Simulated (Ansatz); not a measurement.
# Ta: equation of state with PBE

**Experimental background.**

“Pressure effects on the electronic structure and superconductivity of (TaNb)0.67(HfZrTi)0.33 high entropy alloy”, 2019, arxiv:1910.08312 quotes, for a bulk crystal of Ta: bulk modulus 194 GPa.

Crystal: Ta.

```xyz
1
Lattice="-1.6513 1.6513 1.6513 1.6513 -1.6513 1.6513 1.6513 1.6513 -1.6513" Properties=species:S:1:pos:R:3 pbc="T T T"
Ta    0.0000    0.0000    0.0000
```

| Quantity | Value |
| --- | --- |
| Program | Ansatz 0.2.0 |
| Task | equation of state |
| Functional | PBE |
| Potentials or basis | PseudoDojo stringent |
| Cutoff | 1796 eV |
| Density cutoff | 7184 eV |
| k mesh | 11 × 11 × 11 |
| Occupations | fermi-dirac, width 0.05 eV |
| Spin | no spin polarisation |

- Equilibrium volume: 18.20 Å³/atom
- Bulk modulus: 194 GPa
- Pressure derivative of the bulk modulus: 4.3

Energy against volume, from the lowest point:
```tsv
volume (Å³/atom)	energy (meV/atom)
16.930	60.15
17.290	29.25
17.650	9.69
18.010	0.29
18.371	0.00
18.731	7.93
19.091	23.30
```

All runs of the series together: 20 s on 2 threads of Arm Neoverse V2, on a shared host.

Against the measured bulk modulus of Ta, 194 GPa (quoted in “Pressure effects on the electronic structure and superconductivity of (TaNb)0.67(HfZrTi)0.33 high entropy alloy”, 2019, arxiv:1910.08312), the calculated 194 GPa is off by 0.0 %. The fit is for a static lattice scaled at fixed shape and fixed fractional positions.

The run has no spin-orbit coupling, so splittings on Ta are missing. PBE usually gives volumes a little too large and moduli too small.
